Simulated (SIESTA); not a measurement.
**HfN under changes of volume**

One of the cells (11.482 Å³/atom); the others are scaled copies at fixed shape and fractional positions:

```xyz
2
Lattice="0.0000 2.2560 2.2560 2.2560 0.0000 2.2560 2.2560 2.2560 0.0000" Properties=species:S:1:pos:R:3 pbc="T T T"
Hf    0.0000    0.0000    0.0000
N     2.2560    2.2560    2.2560
```

```yaml
Program: SIESTA 5.4.2
Functional: LDA
Potentials_or_basis: PseudoDojo 0.4 standard (LDA files)
Basis: DZP (energy shift 0.003 Ry; two zetas on semicore shells)
Grid_cutoff: 800 Ry
Energy_shift: 0.003 Ry
k_mesh: 10 × 10 × 10
Occupations: fermi-dirac, width 0.05 eV
Spin: no spin polarisation
```

```tsv
volume (Å³/atom)	energy over the lowest point (meV/atom)	pressure (GPa)
10.793	?	?
11.023	3.69	6.0
11.252	0.00	-0.6
11.482	5.26	-6.6
11.712	18.66	-12.0
11.941	39.23	-16.6
12.171	66.02	-20.8
```

Task: What does the run at 10.793 Å³/atom give?

Result: Energy over the lowest point 17.30 meV/atom; pressure 13.4 GPa.

Worked out: A Birch-Murnaghan fit of order 3 (a polynomial in V^(-2/3)) to the other rows has its minimum at 11.23 Å³/atom with B0 = V·E''(V) = 314 GPa and B' = 4.9. It gives 17.76 meV/atom at 10.793 Å³/atom, against the run's 17.30, and -dE/dV = 13.7 GPa, against 13.4.

Energies are extrapolated to zero smearing.

Caveats: short orbitals over semicore shells can move pressures by several GPa; the basis of atomic orbitals isn't converged, which shifts pressures, moduli and gaps.
